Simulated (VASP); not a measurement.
Write the native input for VASP 6.6.1 that does the following.

* Task: relaxation of cell and atoms
* Functional: r2SCAN
* Potentials or basis: VASP PAW PBE potentials, release 64 (Na_pv)
* Cutoff: 600 eV
* k mesh: 14 × 14 × 14
* Occupations: gaussian, width 0.1 eV
* Spin: no spin polarisation
* Further INCAR settings: ALGO = Normal; EDIFF = 1e-07; IBRION = 2; EDIFFG = -0.005; NSW = 90; ISIF = 3

The structure of Na lies in POSCAR:

```
Na
1.0
   -2.1175000000      2.1175000000      2.1175000000
    2.1175000000     -2.1175000000      2.1175000000
    2.1175000000      2.1175000000     -2.1175000000
Na
1
Direct
    0.0000000000      0.0000000000      0.0000000000
```

These files were run (other wordings do the same):

INCAR

```
SYSTEM = Na
PREC = Accurate
ENCUT = 600
EDIFF = 1E-7
ISMEAR = 0
SIGMA = 0.1
LREAL = .FALSE.
LASPH = .TRUE.
NELM = 60
ALGO = Normal
ISIF = 3
LWAVE = .FALSE.
LCHARG = .FALSE.
METAGGA = R2SCAN
LMIXTAU = .TRUE.
IBRION = 2
NSW = 90
EDIFFG = -0.005
```

KPOINTS

```
regular mesh
0
G
  14 14 14
  0 0 0
```

Potentials or basis: VASP PAW PBE potentials, release 64 (Na_pv).

The run is started by

```sh
$ cat potpaw_PBE.64/Na_pv/POTCAR > POTCAR
$ mpirun -np 1 vasp_std > vasp.out
```

Results of the run:

| Quantity | Value |
| --- | --- |
| Pressure after relaxing | 0.0 GPa |
| Band gap on the k mesh | none (metal or under the smearing width) |

Caveat: the relaxation stopped at its first step, so nothing moved; the PAW data sets were made with another functional, which shifts forces and pressure a little.

Run time: 3.2 min on 1 thread of Intel(R) Xeon(R) Platinum 8559C (Emerald Rapids), on a shared host, peak memory 0.17 GiB.
